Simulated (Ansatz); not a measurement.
# BeSe: the cost of one run

Program: Ansatz 0.2.0. Level of theory: DFT PBEsol, scalar-relativistic. These are calculated values, not measurements.

**1. The starting structure**

The structure is cubic, space group F-43m (No. 216). Conventional cell: a = 5.070 Å, b = 5.070 Å, c = 5.070 Å, α = 90.00°, β = 90.00°, γ = 90.00°. Be (site symmetry -43m) has 4 Se at 2.20 Å as nearest neighbours. Around Se (site symmetry -43m) lie 4 Be at 2.20 Å.

Structure file:

```cif
data_structure
_symmetry_space_group_name_H-M 'P 1'
_symmetry_Int_Tables_number 1
_cell_length_a 3.5850
_cell_length_b 3.5850
_cell_length_c 3.5850
_cell_angle_alpha 60.000
_cell_angle_beta 60.000
_cell_angle_gamma 60.000
_cell_volume 32.58
loop_
_atom_site_label
_atom_site_type_symbol
_atom_site_fract_x
_atom_site_fract_y
_atom_site_fract_z
_atom_site_occupancy
Be1 Be 0.00000 0.00000 0.00000 1
Se1 Se 0.75000 0.75000 0.75000 1
```

Atoms are numbered in the order of the input: Be1, Se2.

**2. The deformed structure**

Space group F-43m before, I-4m2 after.

**3. All-electron LAPW**

Contents of input.yaml:

```yaml
crystal:
  lattice:
    - [0.0, 2.56035, 2.535]
    - [2.56035, 0.0, 2.535]
    - [2.56035, 2.56035, 0.0]
  atoms:
    - { symbol: Be, position: [0.0, 0.0, 0.0] }
    - { symbol: Se, position: [0.75, 0.75, 0.75] }
kpoints:
  mp_grid: { grid: [10, 10, 10] }
  band_path:
    path:
      - [0.0, 0.0, 0.0]
      - [0.0, 0.5, 0.5]
      - [0.25, 0.75, 0.5]
      - [0.0, 0.5, 0.0]
      - [0.0, 0.0, 0.0]
      - [0.5, 0.5, 0.0]
      - [0.3775125, 0.6224875, 0.0]
      - [-0.3775125, 0.3775125, 0.0]
      - [0.0, 0.0, 0.0]
    npoints: 5
scf:
  occupations: { method: fermi_dirac, width: 0.03 }
hamiltonian:
  xc: pbesol
  pseudopotentials: { kind: all_electron, lapw: { basis_error: 0.0005 } }
output:
  forces: true
  stress: true
  eigenvalues: true
```

Run with:

```console
> ansatz run input.yaml --threads 1 --pin off --max-ram 3072MiB --backend cpu --events-out ev --progress --plain --runs-dir out
```

**Question.** How long does this run take on 1 thread of Arm Neoverse V1, shared host, and how much memory does it need?

About 24 s, with a peak of 0.33 GiB.
